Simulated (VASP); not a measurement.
# Bi in VASP: a series of runs

The runs below take Bi through work function, band structure, with PBE.

Everything below comes from runs of VASP 6.6.1. Logs are shortened: lines on timing, memory, paths and dates and some standing lists are left out, and cuts for length are marked.

## Step 1: The sheet as given

The cell holds a sheet with vacuum, 1 atom: a = 3.129 Å, b = 3.129 Å, c = 23.800 Å, α = 90.00°, β = 90.00°, γ = 90.00°.

The cell was built by a generator and needn't be a form met in nature.

## Step 2: Work function, PBE

File INCAR:

```
PREC     = Accurate       # precision mode
ENCUT    = 520            # plane-wave cutoff, eV
EDIFF    = 1E-6           # SCF threshold, eV
ISMEAR   = 0              # smearing method
SIGMA    = 0.05           # smearing width, eV
LREAL    = False          # projectors in reciprocal space
LASPH    = True           # aspherical terms in the spheres
NELM     = 60             # most SCF steps
ALGO     = Normal         # electronic algorithm
ISIF     = 2              # what is computed and relaxed
LWAVE    = False          # write WAVECAR
LCHARG   = True           # write CHGCAR
LDIPOL   = True         
IDIPOL   = 3            
DIPOL    = 0.5 0.5 0.294
GGA      = PE             # functional
LELF     = True           # ELF
LVHAR    = True         
LVACPOTAV= True
```

File KPOINTS:

```
Automatic mesh
0
Gamma
  9 9 1
```

File POSCAR:

```
Bi
1.0
    3.1293200000      0.0000000000      0.0000000000
    0.0000000000      3.1293200000      0.0000000000
    0.0000000000      0.0000000000     23.8000000000
Bi
1
Direct
    0.5000000000      0.5000000000      0.2941200000
```

Potentials or basis: VASP PAW PBE potentials, release 64 (Bi_d).

On the command line:

```bash
$ cat potpaw_PBE.64/Bi_d/POTCAR > POTCAR
$ mpirun -np 1 vasp_std > vasp.out
```

OUTCAR:

```text
PREC = Accurate
   ENCUT = 520
   EDIFF = 1E-6
   ISMEAR = 0
   LREAL = False
   LASPH = True
   NELM = 60
   ISIF = 2
   GGA = PE

 ion  position               nearest neighbor table
   1  0.500  0.500  0.294-

  LATTYP: Found a simple tetragonal cell.
 ALAT       =     3.1293200000
 C/A-ratio  =     7.6054861759

  Lattice vectors:

 A1 = (   3.1293200000,   0.0000000000,   0.0000000000)
 A2 = (   0.0000000000,   3.1293200000,   0.0000000000)
 A3 = (   0.0000000000,   0.0000000000,  23.8000000000)

Analysis of symmetry for initial positions (statically):
=====================================================================
 Subroutine PRICEL returns:
 Original cell was already a primitive cell.

 Routine SETGRP: Setting up the symmetry group for a
 simple tetragonal supercell.

 Subroutine GETGRP returns: Found 16 space group operations
 (whereof  8 operations were pure point group operations)
 out of a pool of 16 trial point group operations.

The static configuration has the point symmetry C_4v.
 The point group associated with its full space group is D_4h.

Analysis of symmetry for dynamics (positions and initial velocities):
=====================================================================
 Subroutine PRICEL returns:
 Original cell was already a primitive cell.

 Routine SETGRP: Setting up the symmetry group for a
 simple tetragonal supercell.

 Subroutine GETGRP returns: Found 16 space group operations
 (whereof  8 operations were pure point group operations)
 out of a pool of 16 trial point group operations.

The dynamic configuration has the point symmetry C_4v.
 The point group associated with its full space group is D_4h.

 Subroutine INISYM returns: Found 16 space group operations
 (whereof  8 operations are pure point group operations),
 and found     1 'primitive' translations

----------------------------------------------------------------------------------------

                                     Primitive cell

  volume of cell :     233.0649

  direct lattice vectors                    reciprocal lattice vectors
     3.129320000  0.000000000  0.000000000     0.319558243  0.000000000  0.000000000
     0.000000000  3.129320000  0.000000000     0.000000000  0.319558243  0.000000000
     0.000000000  0.000000000 23.800000000     0.000000000  0.000000000  0.042016807

  length of vectors
     3.129320000  3.129320000 23.800000000     0.319558243  0.319558243  0.042016807

  position of ions in fractional coordinates (direct lattice)
     0.500000000  0.500000000  0.294120000

  ion indices of the primitive-cell ions
   primitive index   ion index
[... 78 lines left out ...]
   ISMEAR =     0;   SIGMA  =   0.05  broadening in eV -4-tet -1-fermi 0-gaus
   EFERMI_NEDOS =   21; number of points for ismear=-14 and -15
   IALGO  =     38    algorithm
   IMIX   =      4    mixing-type and parameters
     AMIX     =   0.40;   BMIX     =  1.00
     AMIX_MAG =   1.60;   BMIX_MAG =  1.00
  volume/ion in A,a.u.               =     233.06      1572.80
  Fermi-wavevector in a.u.,A,eV,Ry     =   0.656064  1.239781  5.856221  0.430420
  Thomas-Fermi vector in A             =   1.727138
   LORBIT       =      0    0 simple, 1 ext, 2 COOP (PROOUT), +10 PAW based schemes
   GGA     = PE    functional components
   LHFCALC =     F    Hartree Fock is set to
   AEXX    =    0.0000 exact exchange contribution
   IVDW    =     0    specifies the selected vdW correction
   LEPSILON=     F    determine dielectric tensor
   LRPA    =     F    only Hartree local field effects (RPA)
 non-spin polarized calculation
 Gauss-broadening in eV      SIGMA  =   0.05
  energy-cutoff  :      520.00
  volume of cell :      233.06
 maximum number of plane-waves:      6332
 NGX is ok and might be reduce to    24
   NGX = 11   NGY = 11   NGZ = 89

 dipolmoment           0.000000      0.000000     -0.000000 electrons x Angstroem

 number of electron      14.9999996 magnetization

 dipolmoment           0.000000      0.000000      0.000002 electrons x Angstroem

 Free energy of the ion-electron system (eV)
  ---------------------------------------------------
  ext. energy  EPLUGINS =         0.00000000
  ---------------------------------------------------
  free energy    TOTEN  =        -3.30120205 eV

  energy without entropy =       -3.30030670  energy(sigma->0) =       -3.30075437

 E-fermi :  -2.9562     XC(G=0):  -1.9773

 val. band max:       -3.0714280829   @ k =   0.3333   0.2222   0.0000
 cond. band min:      -2.9089660088   @ k =   0.2222   0.0000   0.0000
 fundamental gap:      0.1624620741
 Fermi energy:        -2.9562464773

 k-point     1 :       0.0000    0.0000    0.0000
  band No.  band energies     occupation
      1     -25.9953      2.00000
      2     -25.7543      2.00000
      3     -25.5619      2.00000
      4     -25.5619      2.00000
      5     -25.5417      2.00000
      6     -15.4521      2.00000
      7      -5.3647      2.00000
      8       0.2976      0.00000
      9       1.3789      0.00000
     10       1.7104      0.00000
     11       1.9111      0.00000
[... 183 lines left out ...]
 k-point    15 :       0.4444    0.4444    0.0000
  band No.  band energies     occupation
      1     -25.8062      2.00000
      2     -25.6792      2.00000
      3     -25.6788      2.00000
      4     -25.5254      2.00000
      5     -25.3984      2.00000
      6     -11.0536      2.00000
      7      -5.1068      2.00000
      8      -5.0394      2.00000
      9      -0.8341      0.00000
     10       1.4338      0.00000
     11       4.2670      0.00000

------------------------ aborting loop because EDIFF is reached ----------------------------------------

  FORCE on cell =-STRESS in cart. coord.  units (eV):
  Direction    XX          YY          ZZ          XY          YZ          ZX
  --------------------------------------------------------------------------------------
  -------------------------------------------------------------------------------------
  Total       -0.0099606     -0.0099606     -0.0153205      0.0000000     -0.0000000      0.0000000
  in kB       -0.0684727     -0.0684727     -0.1053192      0.0000000     -0.0000000      0.0000000
  external PRESSURE =      -0.0807548 kB  Pullay stress =       0.0000000 kB

 VOLUME and BASIS-vectors are now :
 -----------------------------------------------------------------------------
  energy-cutoff  :      520.00
  volume of cell :      233.06
      direct lattice vectors                 reciprocal lattice vectors
     3.129320000  0.000000000  0.000000000     0.319558243  0.000000000  0.000000000
     0.000000000  3.129320000  0.000000000     0.000000000  0.319558243  0.000000000
     0.000000000  0.000000000 23.800000000     0.000000000  0.000000000  0.042016807

 POSITION                                       TOTAL-FORCE (eV/Angst)
 -----------------------------------------------------------------------------------
      1.56466      1.56466      7.00006         0.000000      0.000000      0.000000
 -----------------------------------------------------------------------------------
    total drift:                                0.000000     -0.000000      0.000107

  FREE ENERGIE OF THE ION-ELECTRON SYSTEM (eV)
  ---------------------------------------------------
  free  energy   TOTEN  =        -3.3012020452 eV

  energy  without entropy=       -3.3003067040  energy(sigma->0) =       -3.30075437

 vacuum level on the upper side and lower side of the slab         1.648         1.648
```

It took 21 s on 1 thread of Intel Xeon 6975P-C (Granite Rapids), shared host; peak memory 0.3 GiB.

Results:

* Free energy: -3.3012 eV
* Band gap on the k mesh: none (metal or under the smearing width)
* Work function of the upper face: 4.60 eV
* Work function of the lower face: 4.60 eV

Caveat: spin-orbit coupling is left out, which moves the levels of the heavy elements.

## Step 3: Band structure, PBE, spin-orbit coupling, no magnetisation

File INCAR:

```
ALGO = Normal
DIPOL = 0.5 0.5 0.294
EDIFF = 1E-6
ENCUT = 800
GGA = PE
GGA_COMPAT = False
IDIPOL = 3
ISIF = 2
ISMEAR = -1
LASPH = True
LCHARG = False
LDIPOL = True
LORBIT = 11
LREAL = False
LSORBIT = True
LWAVE = False
MAGMOM = 0 0 0
NELM = 60
PREC = Accurate
SIGMA = 0.05
```

File KPOINTS:

```
k-points
0
Gamma
  7 7 1
```

File POSCAR:

```
Bi
3.1293
    1.000006391206      0.000000000000      0.000000000000
    0.000000000000      1.000006391206      0.000000000000
    0.000000000000      0.000000000000      7.605534784137
Bi
1
Direct
    0.5000000000      0.5000000000      0.2941200000
```

File KPOINTS_OPT:

```
path GXMGZRAZ,XR,MA
10
line-mode
reciprocal
 0.0000000000  0.0000000000  0.0000000000  G
 0.0000000000  0.5000000000  0.0000000000  X

 0.0000000000  0.5000000000  0.0000000000  X
 0.5000000000  0.5000000000  0.0000000000  M

 0.5000000000  0.5000000000  0.0000000000  M
 0.0000000000  0.0000000000  0.0000000000  G

 0.0000000000  0.0000000000  0.0000000000  G
 0.0000000000  0.0000000000  0.5000000000  Z

 0.0000000000  0.0000000000  0.5000000000  Z
 0.0000000000  0.5000000000  0.5000000000  R

 0.0000000000  0.5000000000  0.5000000000  R
 0.5000000000  0.5000000000  0.5000000000  A

 0.5000000000  0.5000000000  0.5000000000  A
 0.0000000000  0.0000000000  0.5000000000  Z

 0.0000000000  0.5000000000  0.0000000000  X
 0.0000000000  0.5000000000  0.5000000000  R

 0.5000000000  0.5000000000  0.0000000000  M
 0.5000000000  0.5000000000  0.5000000000  A
```

Potentials or basis: VASP PAW PBE potentials, release 64 (Bi_d).

On the command line:

```bash
$ cat potpaw_PBE.64/Bi_d/POTCAR > POTCAR
$ mpirun -np 1 vasp_ncl > vasp.out
```

Run time: 14 min. Hardware: 1 thread of Intel Xeon 6975P-C (Granite Rapids), shared host; peak memory 1.2 GiB.

It converged, with:

- Free energy: -4.2158 eV
- Valence electrons inside the program's atomic spheres: Bi 12.78

## Step 4: For comparison

An earlier run on the cell as given: functional PBE; potentials or basis VASP PAW PBE potentials, release 64 (Bi_d); cutoff 520 eV; k mesh 9 × 9 × 1; occupations fermi-dirac, width 0.05 eV; no spin polarisation.

* Band gap on the k mesh: none (metal or under the smearing width)

## Step 5: Summary

```csv
task,spin,k mesh,cutoff (eV),smearing,other keys,gap on the mesh (eV)
work function,off,9 × 9 × 1,520,gaussian 0.05 eV,-,none
band structure,"SOC, no magnetisation",7 × 7 × 1,800,fermi-dirac 0.05 eV,ENCUT = 800,-
single point,off,9 × 9 × 1,520,fermi-dirac 0.05 eV,-,none
```

Alike in all rows: level PBE; potentials or basis VASP PAW PBE potentials, release 64 (Bi_d); cell as given.

Caveats: spin-orbit coupling is left out, which moves the levels of the heavy elements (some runs).

Absolute energies hang on the potentials; compare differences alone.
